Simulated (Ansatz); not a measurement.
Runs of Ansatz 0.2.0 on As. The structure is cubic, space group Pm-3m (No. 221). Conventional cell: a = 2.704 Å, b = 2.704 Å, c = 2.704 Å, α = 90.00°, β = 90.00°, γ = 90.00°. As (site symmetry m-3m) is surrounded by 6 As at 2.70 Å. This isn't the form of As at room conditions, which is rhombohedral.

```tsv
task	level	cell	k mesh	mesh quality	gap on the mesh (eV)	relaxed volume (Å³/atom)
relaxation of cell and atoms	HSE03	relaxed	5 × 5 × 5	coarse	none	19.73
relaxation of cell and atoms	B3LYP	relaxed	5 × 5 × 5	coarse	none	(a)
relaxation of cell and atoms	PBEsol0	relaxed	5 × 5 × 5	coarse	none	19.27
relaxation of cell and atoms	PBEsol+D4	relaxed	10 × 10 × 10	not flagged	none	18.95
```

Alike in all rows: potentials or basis Ansatz PAW; no spin polarisation; cutoff (eV) 420; smearing fermi-dirac 0.05 eV.

Fill in the values left out.

(a) 21.16.

Caveats: some runs use coarse meshes; the plane-wave basis is chosen anew once the cell has moved, so the energies of steps on either side of that aren't comparable; the PAW data sets come from PBE, with cores solved anew for the run's functional, which leaves a small shift of forces and pressure; the potentials were made for another functional, which shifts forces and pressure (some runs); pairwise dispersion overbinds metals, which lowers pressure and volume (some runs).

A k mesh can miss the band edges, and the runs leave out spin-orbit coupling on As.

A gap of «none» marks a metal or a gap under the smearing width.

Not every run made on this cell is shown here.
